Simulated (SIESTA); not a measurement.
## WS2 in SIESTA: the effect of dispersion

The system is WS2.

```xyz
3
Lattice="1.5790 0.9116 6.1633 -1.5790 0.9116 6.1633 0.0000 -1.8233 6.1633" Properties=species:S:1:pos:R:3 pbc="T T T"
W     0.0000    0.0000    0.0000
S     0.0000    0.0000   10.7427
S     0.0000    0.0000   13.8730
```

Measurements of this composition are mostly on another form, of space group No. 194.

Alike in all runs:

```yaml
Program: SIESTA 5.4.2
Task: single point
Functional: PBE
Potentials_or_basis: PseudoDojo 0.4 standard (PBE files)
Basis: DZP (energy shift 0.003 Ry; two zetas on semicore shells)
Grid_cutoff: 800 Ry
Energy_shift: 0.003 Ry
k_mesh: 10 × 10 × 10
Occupations: fermi-dirac, width 0.05 eV
Spin: no spin polarisation
```

```tsv
dispersion	largest force (eV/Å)
none	?
D3	1.01
D3(BJ)	1.00
D4	1.00
```

Q: What does the run with dispersion none give?

A: Largest force 0.99 eV/Å.

Caveats: forces of over 1 eV/Å show positions far from the minimum, so gaps and moduli don't describe the material at rest (some runs).
